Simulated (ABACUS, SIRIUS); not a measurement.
**9 crystals, 3 set-ups of PBEsol: the equilibrium volume**

The same calculation (PBEsol, Γ-centred k mesh with a spacing near 0.25 Å⁻¹, Fermi-Dirac smearing of 0.05 eV, no spin-orbit coupling) was run on each cell with:

- A: SIRIUS, PseudoDojo 0.4.1 PBEsol standard (scalar relativistic), cutoffs 1030 to 1388 eV
- B: ABACUS, PseudoDojo NC SR 0.4.1 PBEsol standard, cutoffs 1007 to 1401 eV
- C: SIRIUS, all-electron FP-LAPW

Volumes are energy minima over scaled cells at fixed shape and fractions. Not every cell is the stable form of its formula. Spin polarisation and spin-orbit coupling are off unless named. Started with parallel moments: Ni.

| crystal | A (Å³/atom) | B (Å³/atom) | C (Å³/atom) |
| --- | --- | --- | --- |
| LiF (Fm-3m) | 8.009 | 8.009 | 8.007 |
| Ni (Fm-3m) | 10.381 | 10.381 | 10.362 |
| HfO2 (Fm-3m) | 10.555 | 10.554 | 10.690 |
| WSi2 (I4/mmm, 3 atoms) | 13.366 | 13.366 | 13.361 |
| MoS2 (R3m, 3 atoms) | 17.776 | 17.775 | 17.767 |
| PtS2 (P-3m1, 3 atoms) | 19.018 | 19.018 | 19.040 |
| ZnS (P6_3mc, 4 atoms) | 19.256 | 19.256 | 19.253 |
| CdS (F-43m) | 24.717 | 24.726 | 24.687 |
| HgTe (F-43m) | 34.550 | 34.550 | 34.471 |

Against the all-electron result, the mean absolute deviation is A 0.23, B 0.23 %. The largest single deviation is -1.27 %, for HfO2 in B. The figures use the values as printed. The all-electron reference has errors of its own basis, so a deviation may be partly its. Meshes of this size aren't converged for metals, which the comparison doesn't need. The functional is the same throughout, so these differences measure potentials, basis sets and numerical settings.
